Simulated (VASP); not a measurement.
## SiSe2: single point with PBEsol

The system is SiSe2.

```
Si Se
1.0
    -2.88000    3.01500    4.88000
     2.88000   -3.01500    4.88000
     2.88000    3.01500   -4.88000
Si Se
2 4
Cartesian
  0.0000 0.0000 2.4400
  0.0000 0.0000 7.3200
  4.5965 0.7296 0.0000
  -1.7165 2.2854 4.8800
  1.1635 0.7296 4.8800
  1.7165 2.2854 0.0000
```

```
Program                : VASP 6.6.1
Task                   : single point
Functional             : PBEsol
Potentials or basis    : VASP PAW PBE potentials, release 64 (Si, Se)
Cutoff                 : 520 eV
k mesh                 : 4 × 4 × 4
Occupations            : gaussian, width 0.1 eV
Spin                   : no spin polarisation
Dipole correction      : no
Further INCAR settings : ALGO = Fast; EDIFF = 1e-06; NBANDS = 25
```

The pressure is -5.7 GPa. The largest force is 0.727 eV/Å and the band gap on the k mesh is none (metal or under the smearing width).

Forces on the atoms (eV/Å):
```
Si   0.000  0.000  0.000
Si   0.000  0.000  0.000
Se   0.720 -0.097  0.000
Se  -0.720  0.097  0.000
Se  -0.720 -0.097  0.000
Se   0.720  0.097  0.000
```

Stress tensor (GPa, compression positive):
```
-5.11  0.00  0.00
 0.00 -5.22  0.00
 0.00  0.00 -6.62
```

Levels at points of the mesh, in eV from the Fermi level:
| k point | band 12 | band 13 | band 14 | band 15 | band 16 | band 17 | band 18 | band 19 | band 20 | band 21 |
| --- | --- | --- | --- | --- | --- | --- | --- | --- | --- | --- |
| (0.00, 0.00, 0.00) | -3.04 | -2.84 | -2.47 | 0.10 | 1.15 | 1.29 | 1.53 | 2.23 | 2.35 | 2.49 |
| (0.50, 0.00, 0.00) | -2.26 | -2.00 | -2.00 | -1.18 | -1.18 | -0.07 | -0.07 | 0.87 | 0.87 | 2.41 |
| (0.00, 0.50, 0.00) | -2.75 | -1.72 | -1.72 | -0.25 | -0.25 | 0.35 | 0.35 | 0.88 | 0.88 | 2.44 |
| (0.50, 0.50, 0.00) | -3.18 | -2.37 | -1.16 | -1.11 | -0.42 | 0.14 | 0.48 | 0.65 | 1.23 | 2.50 |
| (0.50, 0.50, 0.50) | -2.34 | -2.22 | -2.14 | -0.25 | -0.10 | 0.09 | 1.20 | 1.24 | 1.81 | 1.86 |

It took 63 s on 1 thread of Intel(R) Xeon(R) Platinum 8488C (Sapphire Rapids), on a shared host, peak memory 0.32 GiB.

Caveat: the k mesh is coarse (spacing up to 0.38 Å⁻¹), so the values aren't converged; the PAW data sets were made with another functional, which shifts forces and pressure a little.
